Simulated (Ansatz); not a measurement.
# 3-layer 2H-MoTe2 (2H stacking) in a perpendicular field, part 2 of 3

Wanted: the out-of-plane response of the 3-layer 2H-MoTe2 (2H stacking). A positive field points along +c.

Ansatz 0.2.0; plane-wave DFT, PBE-D3(BJ), Ansatz PAW.

So far. Step 2 (Relaxation): The lattice constant a goes from 3.550 to 3.499 Å.

## Step 3: Single point, field 0, start network

A sawtooth potential applies the field, turning back in the middle of the vacuum. With the dipole correction the typed value is the field outside the slab. The induced dipole is small, so the SCF threshold is tight.

The cell differs from the one that the last finished run ended in (c 66.822 → 35.335 Å).

File input.yaml:

```yaml
crystal:
  lattice:
    - [3.4990520848, 0.0, 0.0]
    - [-1.7495260424, 3.0302679946, 0.0]
    - [0.0, 0.0, 35.3346914655]
  atoms:
    - { symbol: Te, position: [0.3333333333, 0.6666666667, 0.2547071908] }
    - { symbol: Mo, position: [0.0, 0.0, 0.3061222011] }
    - { symbol: Te, position: [0.3333333333, 0.6666666667, 0.3575947312] }
    - { symbol: Te, position: [0.0, 0.0, 0.4485938391] }
    - { symbol: Mo, position: [0.3333333333, 0.6666666667, 0.5] }
    - { symbol: Te, position: [0.0, 0.0, 0.5514061609] }
    - { symbol: Te, position: [0.3333333333, 0.6666666667, 0.6424052688] }
    - { symbol: Mo, position: [0.0, 0.0, 0.6938777989] }
    - { symbol: Te, position: [0.3333333333, 0.6666666667, 0.7452928092] }
kpoints:
  mp_grid: { grid: [18, 18, 1] }
  band_path:
    path: [[0, 0, 0], [0.5, 0, 0], [0.33333333, 0.33333333, 0], [0, 0, 0]]
    npoints: 16
hamiltonian:
  xc: pbe
  dispersion: d3bj
scf:
  occupations: { method: fermi_dirac, width: 0.02585 }
  convergence: { dr2_threshold: 1.0e-10 }
efield:
  axis: 3
  dipole_correction: true
  ramp_position: 0.97
  ramp_width: 0.06
  amplitude: 0
output:
  dos: { projected: true, e_range: [-6, 5] }
  write_potential: true
  write_density: true
  volumetric_format: npy
  elf: true
```

The run is started by

```sh
$ ansatz run input.yaml --threads 4 --pin off --max-ram 16384MiB --backend cpu --events-out ev --progress --plain --runs-dir out
```

Numbers of over 12 decimals in the logs are rounded to 6 here.

Output:

```text
[...]
Crystal: 9 atoms, lattice volume = 374.656 Å³
Basis set: ecut = 420 eV, 7325 PW (Γ)
Bands: 83, of which v1, the nominal top of the filled ones, is band 69 counted from 1 (68 counted from 0)
Symmetry: 6 space group operations
k-points: 37 of 324 (time reversal used)
[...]
SCF iter   1: F=—  HF=-56754.532026 eV  |F-HF|=—  |Δ(HF+E_count)|=         —  Δρ=3.54e-3  dr2=1.22e-1  ethr=1.77e-3  p=-0.000 e·Å  D=-8.26e-15 V/Å  ΔV_dip=0.00 eV  dr2_dipole=3.98e-8  V_vac-E_F(+/−)=4.22/4.22 eV  ⟨swp⟩=8.8  Hψ=12684  notcnv=0  defer=6
efield: sawtooth ramp at fractional position 0.9700 (set: `efield.ramp_position`, or a place that a band, a saddle search or an elastic batch's reference lends), width 0.0600; the density the first Hamiltonian is built on has a dipole p = -0.000 e·Å; the dipole correction subtracts the counter field D = -8.26e-15 V/Å, which shifts the + side's vacuum level by +0.00 eV against the − side's; the planar-averaged density in the ramp window peaks in size at 4.0e-5 e/Å³
[...]
SCF iter   2: F=—  HF=-56754.537838 eV  |F-HF|=—  |Δ(HF+E_count)|=   5.81e-3  Δρ=2.17e-3  dr2=5.91e-2  ethr=8.87e-5  p=-0.000 e·Å  D=-2.02e-5 V/Å  ΔV_dip=0.00 eV  dr2_dipole=1.35e-7  V_vac-E_F(+/−)=4.47/4.47 eV  ⟨swp⟩=3.0  Hψ=4937  notcnv=0  defer=219
[...]
SCF iter  14: F=-56754.540820 eV  HF=-56754.540820 eV  |F-HF|=1.67e-10  |Δ(HF+E_count)|=  3.64e-11  Δρ=5.88e-8  dr2=2.43e-11  ethr=1.00e-12  p=0.000 e·Å  D=5.15e-8 V/Å  ΔV_dip=-0.00 eV  dr2_dipole=6.71e-13  V_vac-E_F(+/−)=4.29/4.29 eV  ⟨swp⟩=10.9  Hψ=11542  notcnv=0
SCF 1 converged in 14 iterations: F = -56754.540820 eV  dr2 = 2.43e-11
[...]
NSCF: frozen V_eff on 49 k-points
efield: sawtooth ramp at fractional position 0.9700 (kept from the solve that this one continues, or follows in the run), width 0.0600; the density the first Hamiltonian is built on has a dipole p = 0.000 e·Å; the dipole correction subtracts the counter field D = 5.15e-8 V/Å, which shifts the + side's vacuum level by -0.00 eV against the − side's; the planar-averaged density in the ramp window peaks in size at 7.4e-6 e/Å³
[...]
SCF converged after 14 iterations
Free energy (F): -56754.540820 eV
[...]
Internal energy: -56754.540820 eV  (E = F + TS)
E sigma→0 (E₀):  -56754.540820 eV
Entropy (-TS):   -0.000000 eV (-0.000 meV/atom)
Fermi energy:    6.005115 eV
Dipole field:    D = -0.000001 V/Å  (p = -0.000002 e·Å, saw-weighted, corrected)
Work function:   Φ+ = 4.2869 eV   Φ− = 4.2869 eV
Levels:          The Fermi level and band energies are counted from a zero that moves with the ramp; work functions are not
[...]
--- Band table (eV; the first three rows and the last of 37) ---
  k-point 0: bands = [... 65 lower, 4.6576, 4.6847, 5.5781, 5.6494, 8.5466, 8.5466, 8.6052, 8.6052, ... 10 higher]
  k-point 1: bands = [... 65 lower, 4.7212, 4.7471, 5.6014, 5.6156, 8.3522, 8.4061, 8.4972, 8.5511, ... 10 higher]
  k-point 2: bands = [... 65 lower, 4.7779, 4.7890, 5.4808, 5.5618, 8.0114, 8.0117, 8.0598, 8.0614, ... 10 higher]
  k-point 36: bands = [... 65 lower, 3.7383, 5.3206, 5.4303, 5.5431, 6.6581, 6.6631, 6.6693, 6.8070, ... 10 higher]
```

Run time: 73 s. Hardware: 4 threads of Arm Neoverse V2, shared host; peak memory 1.7 GiB; 4.8 min of CPU time.

Reading the cycles: dr2 is the Hartree energy of the density residual (eV), the measure of convergence; HF is the Harris–Foulkes estimate of the energy, which meets the free energy F at convergence.

Numbers from this step:

```yaml
dipole_along_the_normal: -1.56e-6 e·Å
gap_along_the_path: 0.7275 eV
smallest_direct_gap_along_the_path: 1.115 eV
ionisation_energy_upper_face: 4.643 eV
electron_affinity_upper_face: 3.915 eV
gap_the_smaller_of_path_and_mesh: 0.7275 eV
```

Running mean over a fixed 2.5 Å (it still follows the layers) of the planar mean; the ramp of the sawtooth is left out. The electron's electrostatic potential energy less the Fermi level by z:

| z (Å) | electron's electrostatic potential energy less the Fermi level (eV) |
| --- | --- |
| 4 | 4.29 |
| 5 | 4.28 |
| 6 | 4.21 |
| 7 | 3.09 |
| 8 | 0.574 |
| 9 | -2.91 |
| 10 | -7.41 |
| 11 | -8.81 |
| 12 | -5.94 |
| 13 | -1.64 |
| 14 | -0.315 |
| 15 | -0.229 |
| 16 | -3.63 |
| 17 | -7.92 |
| 18 | -8.67 |
| 19 | -5.28 |
| 20 | -1.16 |
| 21 | -0.469 |
| 22 | -0.593 |
| 23 | -4.36 |
| 24 | -8.32 |
| 25 | -8.39 |
| 26 | -4.52 |
| 27 | -0.466 |
| 28 | 2.03 |
| 29 | 4.10 |
| 30 | 4.27 |
| 31 | 4.29 |

The density of states has structure finer than the step of the table below, so its rows give means over 0.25 eV, whole bins alone (the curve runs from -6 to 2.35 eV). Peaks (eV: height): -3.900: 20.9, -3.630: 35.0, -2.330: 16.5, -1.780: 16.3, -0.930: 12.9, 1.110: 13.5, 1.310: 20.7.

Table of density of states by energy, zero at the Fermi level of the run, which the smearing sets inside the gap; means over each step:

| energy (eV) | density of states (states/eV a cell) |
| --- | --- |
| -5.75 | 3.56 |
| -5.50 | 5.25 |
| -5.25 | 10.3 |
| -5.00 | 8.31 |
| -4.75 | 4.08 |
| -4.50 | 3.91 |
| -4.25 | 5.41 |
| -4.00 | 9.22 |
| -3.75 | 9.43 |
| -3.50 | 7.77 |
| -3.25 | 7.06 |
| -3.00 | 8.42 |
| -2.75 | 7.60 |
| -2.50 | 6.54 |
| -2.25 | 11.7 |
| -2.00 | 11.2 |
| -1.75 | 11.2 |
| -1.50 | 9.89 |
| -1.25 | 6.51 |
| -1.00 | 9.92 |
| -0.75 | 7.62 |
| -0.50 | 1.85 |
| -0.25 | 0.0394 |
| 0.00 | 0 |
| 0.25 | 0.0117 |
| 0.50 | 1.68 |
| 0.75 | 7.29 |
| 1.00 | 10.2 |
| 1.25 | 15.1 |
| 1.50 | 9.02 |
| 1.75 | 8.70 |
| 2.00 | 8.09 |

Projected DOS per atom over height of the atomic layer and energy from the Fermi level. Layers: Te Mo Te Te Mo Te Te Mo Te from below.

Ten even steps from '0' (0.00 states/eV) to '9' (2.68 states/eV), each cell a mean:
```
122232221
252252252
392282293
291191192
030040030
000000000
000000000
010010010
262262262
251141152
363363363
453363354
343343343
242242242
232232232
432333234
333222333
212222212
211111112
434323434
223323322
101111101
```
Columns: height of the atomic layer (Å) from 9 to 26.3 (not evenly spaced); rows upwards: energy from the Fermi level (eV) from -5.96 to 2.32.

The electronic bands at the labelled points (eV, zero at the Fermi level of the run, which the smearing sets inside the gap):

| point | band 66 | band 67 | band 68 | band 69 | band 70 | band 71 | band 72 | band 73 |
| --- | --- | --- | --- | --- | --- | --- | --- | --- |
| Γ | -1.35 | -1.32 | -0.43 | -0.36 | 2.54 | 2.54 | 2.60 | 2.60 |
| halfway | -1.46 | -1.44 | -1.30 | -1.26 | 0.85 | 1.02 | 1.25 | 1.50 |
| M | -1.35 | -0.93 | -0.77 | -0.64 | 0.93 | 0.96 | 0.99 | 1.13 |
| halfway | -2.10 | -0.87 | -0.74 | -0.64 | 0.86 | 0.94 | 0.98 | 1.37 |
| K | -2.27 | -0.68 | -0.57 | -0.46 | 0.65 | 0.66 | 0.66 | 0.80 |
| halfway | -1.34 | -1.17 | -1.08 | -1.04 | 0.47 | 0.72 | 1.02 | 1.27 |
| Γ | -1.35 | -1.32 | -0.43 | -0.36 | 2.54 | 2.54 | 2.60 | 2.60 |

Valence density in the ca plane at fractional y = 0.667, with atoms of Te and Mo within 0.2 Å of it. It is the smooth field of the valence electrons, not physical close to the nuclei.

Ten steps, logarithmic in the rise over the least value, from '0' (0 e/Å³) to '9' (15 e/Å³), each cell a mean:
```
00000000000000000011122223222111100112332221
00000000000000000011111233221111000112332211
00000000000000000112222222222221100112222222
00000000000000001234432222223443210011222234
00000000000000001357863211235786321001112367
00000000000000002379984211237998421000112478
00000000000000002369974211236997421000112468
00000000000000001245643221234564311001122346
00000000000000000123322222222332110011222223
```
Columns run along c (16.0 Å, from fractional 0.05 to 0.51 of the cell), rows up along a (3.5 Å). Atoms in or near the plane, at fractional coordinates: Te at (0.25, 0.33), Te at (0.36, 0.33), Mo at (0.50, 0.33).

ELF in the ca plane at fractional y = 0.667, with atoms of Te and Mo within 0.2 Å of it. It is the smooth field of the valence electrons, not physical close to the nuclei.

Ten even steps from '0' (0.00) to '9' (0.84), each cell a mean:
```
00000000000000001234443222224443211477656643
00000000000000000112332123113322101477656653
00000000000000124566664222246665421367666532
00000000000002478875566422466556762135565334
00000000000024799852135532554214784012343378
00000000000125899730014532442002685100122485
00000000000025899740024532453002685101232487
00000000000013689864356532465445772113454357
00000000000001246776666322356666741256666422
```
Columns run along c (16.0 Å, from fractional 0.05 to 0.51 of the cell), rows up along a (3.5 Å). Atoms in or near the plane, at fractional coordinates: Te at (0.25, 0.33), Te at (0.36, 0.33), Mo at (0.50, 0.33).

Electrostatic potential energy in the ca plane at fractional y = 0.667, with atoms of Te and Mo within 0.2 Å of it. With pseudopotentials it is smooth inside the atoms' cores, unlike the true potential.

Values in eV, 5 rows by 16 columns, each cell a mean:
```
 10  10  10  10  10  10   8   6   1  -2   6   7   9   1  -4   6
 10  10  10  10  10  10   5  -1   3   2   0   2   9   4   0   1
 10  10  10  10  10   9  -3   5  -1   4   0  -1   7   8   5 -13
 10  10  10  10  10   9  -1  15  -2   4   6   5   6   9   5 -15
 10  10  10  10  10  10   0  -6   2   4  -5  -4   8   6   3  -5
```
Columns run along c (16.0 Å, from fractional 0.05 to 0.51 of the cell; values clipped at the 3rd and 97th percentile), rows up along a (3.5 Å). Atoms in or near the plane, at fractional coordinates: Te at (0.25, 0.33), Te at (0.36, 0.33), Mo at (0.50, 0.33).

The gap is 0.73 eV, with the valence edge 4.64 eV and the conduction edge 3.92 eV under the upper vacuum level. Spin-orbit coupling, left out in this run, matters for the bands of elements this heavy.

## Step 4: Single point, field 0.05 V/Å

input.yaml, as its differences from that of step 3:

```diff
@@ -31,5 +31,4 @@
   ramp_width: 0.06
-  amplitude: 0
+  amplitude: 0.05
 output:
-  dos: { projected: true, e_range: [-6, 5] }
   write_potential: true
@@ -37,2 +36 @@
   volumetric_format: npy
-  elf: true
```

Output:

```text
[...]
Crystal: 9 atoms, lattice volume = 374.656 Å³
Basis set: ecut = 420 eV, 7325 PW (Γ)
Bands: 83, of which v1, the nominal top of the filled ones, is band 69 counted from 1 (68 counted from 0)
Symmetry: 6 space group operations
k-points: 37 of 324 (time reversal used)
[...]
k-point 0: bands = [... 65 lower, 4.6768, 4.6868, 5.5755, 5.6521, 8.5428, 8.5428, 8.6050, 8.6050, ... 10 higher]
  k-point 1: bands = [... 65 lower, 4.7039, 4.7650, 5.5930, 5.6240, 8.3479, 8.4064, 8.4978, 8.5452, ... 10 higher]
  k-point 2: bands = [... 65 lower, 4.7524, 4.8144, 5.4785, 5.5640, 7.9892, 8.0279, 8.0409, 8.0813, ... 10 higher]
  k-point 36: bands = [... 65 lower, 3.7434, 5.3178, 5.4293, 5.5466, 6.6390, 6.6580, 6.6933, 6.8060, ... 10 higher]
[key lines of the parts left out:]
SCF converged after 18 iterations
Free energy (F): -56754.542209 eV
Fermi energy:    6.005906 eV
Dipole field:    D = 0.026839 V/Å  (p = 0.055570 e·Å, saw-weighted, corrected)
```

Wall time 74 s (4 threads); peak memory 1.6 GiB; 4.9 min of CPU time.

The dipole is 0.0556 e·Å, and the gap 0.724 eV.

## Step 5: Single point, field -0.05 V/Å

input.yaml, as its differences from that of step 4:

```diff
@@ -31,3 +31,3 @@
   ramp_width: 0.06
-  amplitude: 0.05
+  amplitude: -0.05
 output:
```

Output:

```text
[...]
Crystal: 9 atoms, lattice volume = 374.656 Å³
Basis set: ecut = 420 eV, 7325 PW (Γ)
Bands: 83, of which v1, the nominal top of the filled ones, is band 69 counted from 1 (68 counted from 0)
Symmetry: 6 space group operations
k-points: 37 of 324 (time reversal used)
[...]
k-point 0: bands = [... 65 lower, 4.6768, 4.6868, 5.5755, 5.6521, 8.5428, 8.5428, 8.6050, 8.6050, ... 10 higher]
  k-point 1: bands = [... 65 lower, 4.7039, 4.7650, 5.5930, 5.6240, 8.3479, 8.4064, 8.4978, 8.5452, ... 10 higher]
  k-point 2: bands = [... 65 lower, 4.7524, 4.8144, 5.4785, 5.5640, 7.9892, 8.0279, 8.0409, 8.0813, ... 10 higher]
  k-point 36: bands = [... 65 lower, 3.7434, 5.3178, 5.4293, 5.5466, 6.6390, 6.6580, 6.6933, 6.8060, ... 10 higher]
[key lines of the parts left out:]
SCF converged after 18 iterations
Free energy (F): -56754.542209 eV
Fermi energy:    6.005906 eV
Dipole field:    D = -0.026839 V/Å  (p = -0.055569 e·Å, saw-weighted, corrected)
```

Elapsed: 77 s, on 4 threads; peak memory 1.6 GiB.

The dipole is -0.0556 e·Å, and the gap 0.724 eV.

## Step 6: Atoms held, field 0.1 V/Å

input.yaml, as its differences from that of step 5:

```diff
@@ -31,3 +31,3 @@
   ramp_width: 0.06
-  amplitude: -0.05
+  amplitude: 0.1
 output:
```

Output:

```text
[...]
Crystal: 9 atoms, lattice volume = 374.656 Å³
Basis set: ecut = 420 eV, 7325 PW (Γ)
Bands: 83, of which v1, the nominal top of the filled ones, is band 69 counted from 1 (68 counted from 0)
Symmetry: 6 space group operations
k-points: 37 of 324 (time reversal used)
[...]
k-point 0: bands = [... 65 lower, 4.7022, 4.7022, 5.5686, 5.6590, 8.5322, 8.5322, 8.6042, 8.6042, ... 10 higher]
  k-point 1: bands = [... 65 lower, 4.6798, 4.7917, 5.5801, 5.6370, 8.3362, 8.4065, 8.4984, 8.5324, ... 10 higher]
  k-point 2: bands = [... 65 lower, 4.7222, 4.8446, 5.4725, 5.5701, 7.9628, 8.0212, 8.0381, 8.1017, ... 10 higher]
  k-point 36: bands = [... 65 lower, 3.7568, 5.3096, 5.4266, 5.5566, 6.6118, 6.6577, 6.7198, 6.8033, ... 10 higher]
[key lines of the parts left out:]
SCF converged after 18 iterations
Free energy (F): -56754.546377 eV
Fermi energy:    6.007799 eV
Dipole field:    D = 0.053678 V/Å  (p = 0.111138 e·Å, saw-weighted, corrected)
```

Elapsed: 81 s, on 4 threads; peak memory 1.6 GiB.

The dipole is 0.111 e·Å, and the gap 0.713 eV.

## Step 7: Single point, field -0.1 V/Å

input.yaml, as its differences from that of step 6:

```diff
@@ -31,3 +31,3 @@
   ramp_width: 0.06
-  amplitude: 0.1
+  amplitude: -0.1
 output:
```

Output:

```text
[...]
Crystal: 9 atoms, lattice volume = 374.656 Å³
Basis set: ecut = 420 eV, 7325 PW (Γ)
Bands: 83, of which v1, the nominal top of the filled ones, is band 69 counted from 1 (68 counted from 0)
Symmetry: 6 space group operations
k-points: 37 of 324 (time reversal used)
[...]
k-point 0: bands = [... 65 lower, 4.7022, 4.7022, 5.5686, 5.6590, 8.5322, 8.5322, 8.6042, 8.6042, ... 10 higher]
  k-point 1: bands = [... 65 lower, 4.6798, 4.7917, 5.5801, 5.6370, 8.3362, 8.4065, 8.4984, 8.5324, ... 10 higher]
  k-point 2: bands = [... 65 lower, 4.7222, 4.8446, 5.4725, 5.5701, 7.9628, 8.0212, 8.0381, 8.1017, ... 10 higher]
  k-point 36: bands = [... 65 lower, 3.7568, 5.3096, 5.4266, 5.5566, 6.6118, 6.6577, 6.7198, 6.8033, ... 10 higher]
[key lines of the parts left out:]
SCF converged after 18 iterations
Free energy (F): -56754.546377 eV
Fermi energy:    6.007798 eV
Dipole field:    D = -0.053678 V/Å  (p = -0.111139 e·Å, saw-weighted, corrected)
```

Run time: 80 s. Hardware: 4 threads; peak memory 1.6 GiB.

The dipole is -0.111 e·Å, and the gap 0.713 eV.

## Step 8: Atoms held, field 0.2 V/Å

input.yaml, as its differences from that of step 7:

```diff
@@ -31,3 +31,3 @@
   ramp_width: 0.06
-  amplitude: -0.1
+  amplitude: 0.2
 output:
```

Output:

```text
[...]
Crystal: 9 atoms, lattice volume = 374.656 Å³
Basis set: ecut = 420 eV, 7325 PW (Γ)
Bands: 83, of which v1, the nominal top of the filled ones, is band 69 counted from 1 (68 counted from 0)
Symmetry: 6 space group operations
k-points: 37 of 324 (time reversal used)
[...]
k-point 0: bands = [... 65 lower, 4.7542, 4.7542, 5.5480, 5.6799, 8.4973, 8.4973, 8.6000, 8.6000, ... 10 higher]
  k-point 1: bands = [... 65 lower, 4.6943, 4.8472, 5.5530, 5.6640, 8.2993, 8.4019, 8.4895, 8.4992, ... 10 higher]
  k-point 2: bands = [... 65 lower, 4.6629, 4.9048, 5.4534, 5.5890, 7.9035, 7.9787, 8.0464, 8.1199, ... 10 higher]
  k-point 36: bands = [... 65 lower, 3.7963, 5.2802, 5.4201, 5.5888, 6.5569, 6.6565, 6.7725, 6.7923, ... 10 higher]
[key lines of the parts left out:]
SCF converged after 18 iterations
Free energy (F): -56754.563048 eV
Fermi energy:    6.011525 eV
Dipole field:    D = 0.107368 V/Å  (p = 0.222304 e·Å, saw-weighted, corrected)
```

It took 79 s on 4 threads; peak memory 1.6 GiB.

The dipole is 0.222 e·Å, and the gap 0.676 eV.

## Step 9: Atoms held, field -0.2 V/Å

input.yaml, as its differences from that of step 8:

```diff
@@ -31,3 +31,3 @@
   ramp_width: 0.06
-  amplitude: 0.2
+  amplitude: -0.2
 output:
```

Output:

```text
[...]
Crystal: 9 atoms, lattice volume = 374.656 Å³
Basis set: ecut = 420 eV, 7325 PW (Γ)
Bands: 83, of which v1, the nominal top of the filled ones, is band 69 counted from 1 (68 counted from 0)
Symmetry: 6 space group operations
k-points: 37 of 324 (time reversal used)
[...]
k-point 0: bands = [... 65 lower, 4.7542, 4.7542, 5.5480, 5.6799, 8.4973, 8.4973, 8.6000, 8.6000, ... 10 higher]
  k-point 1: bands = [... 65 lower, 4.6943, 4.8472, 5.5530, 5.6640, 8.2993, 8.4019, 8.4895, 8.4992, ... 10 higher]
  k-point 2: bands = [... 65 lower, 4.6629, 4.9048, 5.4534, 5.5890, 7.9035, 7.9787, 8.0464, 8.1199, ... 10 higher]
  k-point 36: bands = [... 65 lower, 3.7964, 5.2802, 5.4201, 5.5888, 6.5569, 6.6565, 6.7725, 6.7923, ... 10 higher]
[key lines of the parts left out:]
SCF converged after 18 iterations
Free energy (F): -56754.563048 eV
Fermi energy:    6.011525 eV
Dipole field:    D = -0.107369 V/Å  (p = -0.222305 e·Å, saw-weighted, corrected)
```

It took 79 s on 4 threads; peak memory 1.6 GiB.

The dipole is -0.222 e·Å, and the gap 0.676 eV.

## Step 10: Single point, field 0.3 V/Å

input.yaml, as its differences from that of step 9:

```diff
@@ -31,3 +31,3 @@
   ramp_width: 0.06
-  amplitude: -0.2
+  amplitude: 0.3
 output:
```

Output:

```text
[...]
Crystal: 9 atoms, lattice volume = 374.656 Å³
Basis set: ecut = 420 eV, 7325 PW (Γ)
Bands: 83, of which v1, the nominal top of the filled ones, is band 69 counted from 1 (68 counted from 0)
Symmetry: 6 space group operations
k-points: 37 of 324 (time reversal used)
[...]
k-point 0: bands = [... 65 lower, 4.8058, 4.8058, 5.5237, 5.7045, 8.4527, 8.4527, 8.5913, 8.5913, ... 10 higher]
  k-point 1: bands = [... 65 lower, 4.7459, 4.9028, 5.5258, 5.6912, 8.2523, 8.3851, 8.4601, 8.4651, ... 10 higher]
  k-point 2: bands = [... 65 lower, 4.6460, 4.9644, 5.4302, 5.6119, 7.8395, 7.9324, 8.0466, 8.1208, ... 10 higher]
  k-point 36: bands = [... 65 lower, 3.8422, 5.2391, 5.4146, 5.6292, 6.5014, 6.6545, 6.7746, 6.8241, ... 10 higher]
[key lines of the parts left out:]
SCF converged after 19 iterations
Free energy (F): -56754.590839 eV
Fermi energy:    6.012525 eV
Dipole field:    D = 0.161085 V/Å  (p = 0.333524 e·Å, saw-weighted, corrected)
```

Elapsed: 80 s, on 4 threads; peak memory 1.6 GiB; 5.3 min of CPU time.

The dipole is 0.334 e·Å, and the gap 0.627 eV.

(Part 2 of 3 ends here.)

[Logs are printed without paths, hosts, clocks, repeated set-up lines and the standing remarks that a program may print on its own settings, such as how far it seeks lower states.]

[Hosts, paths, dates, database ids (printed as entryN), source tags and the programs' standing remarks are cut or masked in the printed files.]

[Maps of the electrostatic potential energy from Ansatz leave out the sawtooth potential of an applied field or a dipole correction, so their vacuum need not be flat; planar profiles and work functions include it.]

[The density of states shown here was stored with 400 of the rows of the run's finer table, so its peaks can read low, often by over a quarter, or be missed, and its means over a window can be off by a tenth or more.]
